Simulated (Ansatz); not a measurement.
# CuAu3 (I4/mmm) in Ansatz: reference runs

Aim: a first look at CuAu3 with PBEsol, on the cell as given and on a disturbed one.

Everything below comes from runs of Ansatz 0.2.0. Logs are shortened: lines on timing, memory, paths and dates and some standing lists are left out, and cuts for length are marked.

### Step 1. The crystal as given

The structure is tetragonal, space group I4/mmm (No. 139). Conventional cell: a = 3.981 Å, b = 3.981 Å, c = 8.164 Å, α = 90.00°, β = 90.00°, γ = 90.00°. Au (site symmetry 4/mmm) has 4 Cu at 2.82 Å and 8 Au at 2.85 Å as nearest neighbours. Au (site symmetry -4m2) has 8 Au at 2.82 to 2.85 Å and 4 Cu at 2.85 Å as nearest neighbours. Around Cu (site symmetry 4/mmm) lie 12 Au at 2.82 to 2.85 Å.

The cell comes from a database or a generator and needn't be the stable form of this composition.

### Step 2. Single point, PBEsol

The input, input.yaml:

```yaml
crystal:
  lattice:
    - [-1.99062777, 1.99062777, 4.08209929]
    - [1.99062777, -1.99062777, 4.08209929]
    - [1.99062777, 1.99062777, -4.08209929]
  atoms:
    - { symbol: Au, position: [0.5, 0.5, 0.0] }
    - { symbol: Au, position: [0.25, 0.75, 0.5] }
    - { symbol: Au, position: [0.75, 0.25, 0.5] }
    - { symbol: Cu, position: [0.0, 0.0, 0.0] }
kpoints:
  mp_grid: { grid: [9, 9, 9] }
scf:
  occupations: { method: fermi_dirac, width: 0.05 }
hamiltonian:
  xc: pbesol
  pseudopotentials: { kind: all_electron, lapw: { basis_error: 0.001 } }
output:
  forces: true
  stress: true
  eigenvalues: true
  populations: true
```

Potentials or basis: all-electron LAPW, scalar-relativistic.

Run with:

```bash
ansatz run input.yaml --threads 2 --pin off --max-ram 8192MiB --backend cpu --events-out ev --progress --plain --runs-dir out
```

What it wrote:

```text
Warning: RAYON_NUM_THREADS=2 ignored (pool sized by the plan → 2); use --threads N
Au: projections on atomic orbitals take those of the free atom 1s2 2s2 2p6 3s2 3p6 3d10 4s2 4p6 4d10 4f14 5s2 5p6 5d10 6s1, of charge +0.00 (hamiltonian.pseudopotentials.projection_atoms)
Cu: projections on atomic orbitals take those of the free atom 1s2 2s2 2p6 3s2 3p6 3d10 4s1, of charge +0.00 (hamiltonian.pseudopotentials.projection_atoms)
LAPW: plane waves up to 8.298 Å⁻¹, error target 1.0e-3 eV per atom; small_component_spin mean_spin; Cu in spheres of 1.408 Å, 19 of its electrons in bands, Dirac shells []; Au in spheres of 1.408 Å, 43 of its electrons in bands, Dirac shells [] (how accurate: hamiltonian.pseudopotentials.lapw.basis_error, Limitations)
Engine: ansatz 0.2.0, x86_64-unknown-linux-gnu
Pseudopotentials: kind: all_electron
Pseudopotential: Au, LAPW, valence charge 43, lapw/all_electron/scalar/gaussian/Au, Koelling and Harmon's equation, gaussian nucleus
Pseudopotential: Cu, LAPW, valence charge 19, lapw/all_electron/scalar/gaussian/Cu, Koelling and Harmon's equation, gaussian nucleus
Functional definition: PBEsol
  exchange = pbesol_x
  correlation = pbesol_c
Crystal: 4 atoms, lattice volume = 64.703 Å³
Basis set: ecut = 262.3564158814462 eV, 631 PW (Γ), FFT grids on a1+a3, a2+a3, a3, exchange–correlation at level 2
Bands: 89, of which v1, the nominal top of the filled ones, is band 74 counted from 1 (73 counted from 0)
Symmetry: 16 space group operations
Space group: I4/mmm (ITA 139), of the structure as read, at distance tolerance 4.0e-5 Å
k-points: 75 of 729
Non-local potential: Au, projectors of the file, none
Non-local potential: Cu, projectors of the file, none
Initial density: superposition of atomic densities (chi_scale 0.1, normalization cell, long waves kept (reshape's long-wave potential 0.00 eV rms))
Initial wavefunctions: plane waves of lowest kinetic energy (no species holds an atomic orbital)
Functional: x = pbesol(κ = 0.804, μ = 0.12345679012345678), c = pbesol(β = 0.046)
iter 1 solved again at ethr=2.12e-4 eV; its pass at ethr=1.00e-1 eV (dr2=3.13e-1 eV) is discarded
SCF iter   1: F=—  HF=-1596247.606800 eV  |F-HF|=—  |Δ(HF+E_count)|=         —  Δρ=2.91e-2  dr2=3.14e-1  ethr=2.12e-4  ⟨swp⟩=3.0  Hψ=41591  notcnv=0
preconditioner: auto → LDOS  [metal: Δε(μ)=0.012 eV  Ē_g=13.752 eV  σ=0.050 eV  W_gap=0.06  n_scr=32 (ndim 8)  ℏωp=30.6 eV  f_vac=0.030  D(μ)=1.31/eV (n_scr^D=10)  β→1.0]
SCF iter   2: F=—  HF=-1596249.652024 eV  |F-HF|=—  |Δ(HF+E_count)|=    2.05e0  Δρ=1.94e-2  dr2=4.01e-1  ethr=2.12e-4  ⟨swp⟩=3.0  Hψ=22550  notcnv=0
iter 3 solved again at ethr=9.80e-6 eV; its pass at ethr=2.12e-4 eV (dr2=1.45e-2 eV) is discarded
SCF iter   3: F=—  HF=-1596246.267090 eV  |F-HF|=—  |Δ(HF+E_count)|=    3.38e0  Δρ=3.35e-3  dr2=1.45e-2  ethr=9.80e-6  ⟨swp⟩=2.0  Hψ=33009  notcnv=0
SCF iter   4: F=—  HF=-1596246.006726 eV  |F-HF|=—  |Δ(HF+E_count)|=   2.60e-1  Δρ=2.50e-3  dr2=5.78e-3  ethr=9.79e-6  ⟨swp⟩=3.0  Hψ=21969  notcnv=0
SCF iter   5: F=—  HF=-1596245.990541 eV  |F-HF|=—  |Δ(HF+E_count)|=   1.62e-2  Δρ=9.97e-4  dr2=3.92e-4  ethr=3.91e-6  ⟨swp⟩=2.0  Hψ=19313  notcnv=0
SCF iter   6: F=—  HF=-1596245.990569 eV  |F-HF|=—  |Δ(HF+E_count)|=   2.86e-5  Δρ=1.66e-4  dr2=1.68e-5  ethr=2.65e-7  ⟨swp⟩=2.0  Hψ=19330  notcnv=0
SCF iter   7: F=—  HF=-1596245.990571 eV  |F-HF|=—  |Δ(HF+E_count)|=   1.57e-6  Δρ=3.04e-5  dr2=6.52e-7  ethr=1.14e-8  ⟨swp⟩=2.0  Hψ=19330  notcnv=0
SCF iter   8: F=-1596245.990571 eV  HF=-1596245.990571 eV  |F-HF|=4.73e-8  |Δ(HF+E_count)|=   1.39e-7  Δρ=3.82e-6  dr2=1.25e-8  ethr=4.41e-10  ⟨swp⟩=2.9  Hψ=19416  notcnv=0
SCF 1 converged in 8 iterations: F = -1596245.990571 eV  dr2 = 1.25e-8
SCF converged after 8 iterations
Free energy (F): -1596245.990571 eV
Harris-Foulkes:  -1596245.990571 eV  (|F-HF|=4.73e-8)
Internal energy: -1596245.983562 eV  (E = F + TS)
E sigma→0 (E₀):  -1596245.987066 eV
Entropy (-TS):   -0.007008 eV (-1.752 meV/atom)
Fermi energy:    22.626089 eV
--- Per-component energies (eV) ---
  E_band       = -12096.833642
  E_kinetic    = 1813667.551738
  E_xc         = -31117.120212
  E_electrostatic = -3378796.415088  (all electrons and nuclei)
  E_smearing   = -0.007008  (= −TS)
  E_closure    = 0.000000  (closes the sum)
  E_atoms      = -1596229.825346  (free atoms, spherical and without spin; not in F)
  Σ components = -1596245.990571   (vs F -1596245.990571, Δ=0.00e0)
  Basis errors (estimates in eV, not in F): energy 2.0e-4 per atom: plane waves 1.7e-4 (8.6e-5 summed), levels above the bands 3.7e-150, relativity 4.6e-9, radial functions 2.8e-5, core shells 3.0e-8; eigenvalues (radial functions only) 2.3e-6; not estimated: angular momenta, meshes, grids; target (lapw.basis_error) 1.0e-3; muffin-tin radii Cu 1.408 Å, Au 1.408 Å
--- Forces (eV/Å), atoms counted from 1 ---
  atom   1  Au    -0.00000000     0.00000000     0.00000000
  atom   2  Au     0.00000000    -0.00000000     0.00000000
  atom   3  Au     0.00000000    -0.00000000     0.00000000
  atom   4  Cu    -0.00000000    -0.00000000    -0.00000000
  max |Σ_I F_I| component: 1.73e-17 eV/Å
--- Stress (GPa, compression-positive) ---
       -4.471864       0.000000      -0.000000
        0.000000      -4.471864      -0.000000
       -0.000000      -0.000000      -4.706742
  P = ⅓ Tr σ = -4.5502 GPa (-45.502 kbar)
--- Band table (eV; the first three rows and the last of 75) ---
  k-point 0: bands = ["-300.0560", "-300.0560", "-300.0516", "-300.0516", "-300.0516", "-300.0516", "-300.0448", "-300.0448", "-300.0324", "-300.0324", "-299.9329", "-299.9274", "-299.9274", "-299.9249", "-299.9085", "-89.0790", "-82.9621", "-82.9500", "-82.8375", "-56.0222", "-56.0217", "-56.0155", "-56.0155", "-56.0147", "-56.0147", "-56.0081", "-56.0078", "-56.0055", "-56.0053", "-56.0016", "-56.0016", "-56.0014", "-56.0014", "-55.8976", "-55.8921", "-55.8908", "-55.8908", "-55.8815", "-55.8815", "-55.8752", "-46.6253", "-46.6253", "-46.6225", "-34.4203", "-34.4203", "-34.3947", "-34.3177", "-34.2960", "-34.2960", "-34.2104", "-34.2104", "-34.1904", "12.9664", "15.9416", "16.1887", "16.4067", "17.3937", "17.3937", "17.6389", "17.7428", "17.7428", "18.5991", "19.3244", "19.3244", "19.3885", "19.4188", "20.0527", "20.5504", "20.9880", "21.1901", "21.1901", "21.2575", "21.2631", "23.4115", "27.5905", "28.3413", "28.5643", "28.5643", "28.6434", "28.9067", "28.9067", "31.2189", "32.4354", "33.3908", "33.3908", "38.2807", "40.1168", "41.4931", "41.7155"]
  k-point 1: bands = ["-300.0560", "-300.0560", "-300.0516", "-300.0516", "-300.0516", "-300.0516", "-300.0448", "-300.0448", "-300.0324", "-300.0324", "-299.9329", "-299.9274", "-299.9274", "-299.9249", "-299.9085", "-89.0790", "-82.9614", "-82.9507", "-82.8375", "-56.0221", "-56.0217", "-56.0155", "-56.0154", "-56.0148", "-56.0147", "-56.0081", "-56.0078", "-56.0055", "-56.0053", "-56.0016", "-56.0016", "-56.0015", "-56.0014", "-55.8976", "-55.8921", "-55.8908", "-55.8908", "-55.8815", "-55.8815", "-55.8752", "-46.6253", "-46.6253", "-46.6225", "-34.4277", "-34.4026", "-34.3852", "-34.3269", "-34.3100", "-34.2902", "-34.2149", "-34.2073", "-34.1925", "13.2556", "16.0972", "16.3552", "16.5865", "17.1560", "17.5203", "17.5950", "17.7528", "17.7888", "18.6940", "19.1117", "19.1650", "19.4505", "19.4744", "19.9212", "20.5615", "20.6374", "20.8670", "20.9565", "21.1267", "21.1342", "24.4019", "26.6070", "26.8302", "27.4971", "27.5689", "28.1559", "30.8308", "31.3696", "31.9284", "32.4104", "33.5805", "34.1861", "38.4349", "40.0915", "41.0558", "41.0712"]
  k-point 2: bands = ["-300.0560", "-300.0560", "-300.0516", "-300.0516", "-300.0516", "-300.0516", "-300.0448", "-300.0448", "-300.0324", "-300.0324", "-299.9329", "-299.9274", "-299.9274", "-299.9249", "-299.9085", "-89.0790", "-82.9596", "-82.9524", "-82.8376", "-56.0221", "-56.0218", "-56.0156", "-56.0151", "-56.0150", "-56.0146", "-56.0080", "-56.0079", "-56.0054", "-56.0054", "-56.0017", "-56.0016", "-56.0015", "-56.0014", "-55.8976", "-55.8921", "-55.8908", "-55.8908", "-55.8815", "-55.8815", "-55.8752", "-46.6254", "-46.6253", "-46.6225", "-34.4402", "-34.3667", "-34.3576", "-34.3497", "-34.3433", "-34.2811", "-34.2219", "-34.2006", "-34.1989", "14.0633", "16.3460", "16.6683", "16.9173", "17.0620", "17.0916", "17.7489", "17.7975", "18.2877", "18.7055", "18.8689", "18.9183", "19.0967", "19.4522", "19.5799", "20.1770", "20.5377", "20.6243", "20.7344", "20.9862", "20.9924", "25.4680", "25.5939", "25.8446", "26.2023", "26.4518", "27.4484", "29.8622", "33.6209", "34.1655", "34.8164", "35.5786", "36.1745", "37.5597", "37.8923", "40.5138", "40.6352"]
  k-point 74: bands = ["-300.0560", "-300.0560", "-300.0516", "-300.0516", "-300.0516", "-300.0516", "-300.0448", "-300.0448", "-300.0324", "-300.0324", "-299.9329", "-299.9274", "-299.9274", "-299.9249", "-299.9085", "-89.0790", "-82.9614", "-82.9503", "-82.8379", "-56.0222", "-56.0217", "-56.0155", "-56.0155", "-56.0147", "-56.0147", "-56.0081", "-56.0078", "-56.0055", "-56.0053", "-56.0016", "-56.0016", "-56.0014", "-56.0014", "-55.8976", "-55.8921", "-55.8908", "-55.8908", "-55.8815", "-55.8815", "-55.8752", "-46.6253", "-46.6253", "-46.6225", "-34.4280", "-34.4275", "-34.3465", "-34.3177", "-34.2906", "-34.2842", "-34.2353", "-34.2144", "-34.2132", "15.0339", "15.6861", "15.9497", "16.3337", "16.3770", "16.4292", "16.6426", "18.0596", "18.5064", "18.9466", "19.3078", "19.7874", "19.8749", "20.1042", "20.4555", "20.6136", "20.8206", "20.9090", "20.9796", "21.0582", "21.1436", "21.1638", "22.9593", "24.3820", "28.7404", "30.0511", "32.1111", "32.5146", "33.0455", "33.4462", "36.2318", "36.5259", "36.8719", "36.9411", "37.7446", "39.1045", "39.6411"]
--- Löwdin populations: 4 sites ---
  site symbol       q [e]
     0     Au     78.8970
     1     Au     78.8473
     2     Au     78.8473
     3     Cu     28.7637
  spilling = 0.002423 (of n_electrons = 266.000000)
```

Run time: 2 min. Hardware: 2 threads of Intel Xeon at 2.50GHz (Skylake/Cascade Lake), shared host; peak memory 1.2 GiB.

Results:

| Property | Result |
| --- | --- |
| Free energy | -1596245.9906 eV |
| Pressure | -4.6 GPa |
| Band gap on the k mesh | none (metal or under the smearing width) |

Levels at points of the mesh, in eV from the Fermi level:
```
           k point  band 70  band 71  band 72  band 73  band 74  band 75  band 76  band 77  band 78  band 79
(0.00, 0.00, 0.00)    -1.44    -1.44    -1.37    -1.36     0.79     4.96     5.72     5.94     5.94     6.02
```

The run has no spin-orbit coupling, so splittings on Au are missing.

### Step 3. Single point, PBEsol (atoms moved at random, drawn with an rms of 0.05 Å)

Edit input.yaml of step 2 so:

```diff
@@ -6,6 +6,6 @@
   atoms:
-    - { symbol: Au, position: [0.5, 0.5, 0.0] }
-    - { symbol: Au, position: [0.25, 0.75, 0.5] }
-    - { symbol: Au, position: [0.75, 0.25, 0.5] }
-    - { symbol: Cu, position: [0.0, 0.0, 0.0] }
+    - { symbol: Au, position: [0.501675, 0.494468, -0.004469] }
+    - { symbol: Au, position: [0.260228, 0.758006, 0.522287] }
+    - { symbol: Au, position: [0.740344, 0.237185, 0.485628] }
+    - { symbol: Cu, position: [-0.00964, -0.009801, -0.013447] }
 kpoints:
```

Potentials or basis: all-electron LAPW, scalar-relativistic.

Run with:

```bash
ansatz run input.yaml --threads 2 --pin off --max-ram 8192MiB --backend cpu --events-out ev --progress --plain --runs-dir out
```

What it wrote:

```text
Warning: RAYON_NUM_THREADS=2 ignored (pool sized by the plan → 2); use --threads N
Au: projections on atomic orbitals take those of the free atom 1s2 2s2 2p6 3s2 3p6 3d10 4s2 4p6 4d10 4f14 5s2 5p6 5d10 6s1, of charge +0.00 (hamiltonian.pseudopotentials.projection_atoms)
Cu: projections on atomic orbitals take those of the free atom 1s2 2s2 2p6 3s2 3p6 3d10 4s1, of charge +0.00 (hamiltonian.pseudopotentials.projection_atoms)
LAPW: plane waves up to 8.664 Å⁻¹, error target 1.0e-3 eV per atom; small_component_spin mean_spin; Cu in spheres of 1.356 Å, 19 of its electrons in bands, Dirac shells []; Au in spheres of 1.356 Å, 43 of its electrons in bands, Dirac shells [] (how accurate: hamiltonian.pseudopotentials.lapw.basis_error, Limitations)
[... 2 set-up lines as earlier in the session ...]
[... 67 lines left out ...]
  k-point 364: bands = ["-300.0568", "-300.0552", "-300.0525", "-300.0520", "-300.0511", "-300.0503", "-300.0456", "-300.0438", "-300.0331", "-300.0316", "-299.9336", "-299.9284", "-299.9279", "-299.9255", "-299.9092", "-89.0790", "-82.9605", "-82.9545", "-82.8387", "-56.0228", "-56.0212", "-56.0169", "-56.0153", "-56.0151", "-56.0135", "-56.0089", "-56.0071", "-56.0062", "-56.0047", "-56.0029", "-56.0020", "-56.0012", "-56.0005", "-55.8984", "-55.8929", "-55.8915", "-55.8913", "-55.8824", "-55.8821", "-55.8759", "-46.6281", "-46.6253", "-46.6201", "-34.4510", "-34.3900", "-34.3569", "-34.3436", "-34.3318", "-34.2811", "-34.2176", "-34.2075", "-34.2012", "14.8112", "16.3216", "16.6304", "16.7757", "17.0807", "17.5843", "17.7607", "17.8999", "18.1877", "18.3394", "18.5585", "18.8638", "19.3875", "19.4208", "19.5500", "20.0353", "20.2861", "20.5538", "20.9143", "20.9780", "21.0280", "22.8312", "24.8804", "25.3874", "26.0537", "27.2745", "28.3429", "31.9171", "33.9922", "34.2397", "35.5042", "36.0163", "36.9425", "37.6964", "38.4642", "39.4299", "39.9196"]
--- Löwdin populations: 4 sites ---
  site symbol       q [e]
     0     Au     78.8972
     1     Au     78.8476
     2     Au     78.8475
     3     Cu     28.7639
  spilling = 0.002420 (of n_electrons = 266.000000)
```

It took 25 min on 2 threads of Intel Xeon at 2.50GHz (Skylake/Cascade Lake), shared host; peak memory 3.8 GiB.

Results:

| Property | Result |
| --- | --- |
| Free energy | -1596245.9478 eV |
| Pressure | -4.0 GPa |
| Largest force | 0.776 eV/Å |
| Band gap on the k mesh | none (metal or under the smearing width) |

Forces on the atoms (eV/Å):
```
Au   0.060 -0.006 -0.240
Au  -0.557 -0.533  0.092
Au   0.460  0.444  0.160
Cu   0.036  0.094 -0.012
```

Levels at points of the mesh, in eV from the Fermi level:
| k point | band 72 | band 73 | band 74 | band 75 | band 76 | band 77 |
| --- | --- | --- | --- | --- | --- | --- |
| (0.00, 0.00, 0.00) | -1.38 | -1.36 | 0.79 | 4.97 | 5.70 | 5.94 |
